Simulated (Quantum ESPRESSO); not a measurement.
Runs of Quantum ESPRESSO 7.5 on TePb. It takes space group Fm-3m (No. 225, cubic). Conventional cell: a = 6.462 Å, b = 6.462 Å, c = 6.462 Å, α = 90.00°, β = 90.00°, γ = 90.00°. Pb (site symmetry m-3m) has 6 Te at 3.23 Å as nearest neighbours. Around Te (site symmetry m-3m) lie 6 Pb at 3.23 Å. 

| level | potentials or basis | k mesh | k mesh of the self-consistent run | form of the LDA | mesh quality | gap on the mesh (eV) |
| --- | --- | --- | --- | --- | --- | --- |
| PBE | PseudoDojo 0.4.1 SR PBE standard | 4 × 4 × 4 | 8 × 8 × 8 | - | coarse | 0.74 |
| PBEsol | PseudoDojo 0.4.1 SR PBEsol standard | 10 × 10 × 10 | 10 × 10 × 10 | - | not flagged | 0.67 |
| LDA | PseudoDojo 0.4.1 SR LDA standard | 4 × 4 × 4 | 8 × 8 × 8 | PW92 | coarse | (a) |
| PBEsol | PseudoDojo 0.4.1 SR PBEsol standard | 4 × 4 × 4 | 8 × 8 × 8 | - | coarse | 0.67 |

Alike in all rows: task single point; no spin polarisation; cell as given; cutoff (eV) 1088; smearing fixed.

Question: Fill in the values left out.

Answer: (a) 0.66.

Caveats: some runs use coarse meshes; spin-orbit coupling is left out, which as a rule narrows the gap of such compounds by several tenths of an eV.

A k mesh can miss the band edges, and the runs leave out spin-orbit coupling on Pb, Te.
